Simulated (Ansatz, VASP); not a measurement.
## AgCl in VASP and in Ansatz

```
CELL_PARAMETERS angstrom
0.00000 2.71906 2.71906
2.71906 0.00000 2.71906
2.71906 2.71906 0.00000
ATOMIC_POSITIONS crystal
Ag 0.00000 0.00000 0.00000
Cl 0.50000 0.50000 0.50000
```

Alike in both runs: task single point; functional PBE; k mesh 8 × 8 × 8; occupations gaussian, width 0.02 eV; no spin polarisation.

```csv
,VASP,Ansatz
version,VASP 6.6.1,Ansatz 0.2.0
potentials or method,"VASP PAW PBE potentials, release 64 (Ag, Cl)","scalar-relativistic, plane waves, PAW"
plane-wave cutoff (eV),520,420
valence electrons in the cell,18,26
```

Ansatz gave:

* gap on the k mesh at the Fermi level (eV): 0.90
* least direct gap on the mesh (eV): 3.39
* pressure (GPa): 5.1

Question: Estimate VASP's values.

Answer: gap on the k mesh at the Fermi level (eV): 0.90; least direct gap on the mesh (eV): 3.38; pressure (GPa): 4.9.

The two sets of potentials don't hold the same shells in valence.

A k mesh can miss the band edges. As with any semilocal functional, this PBE gap is likely too small.
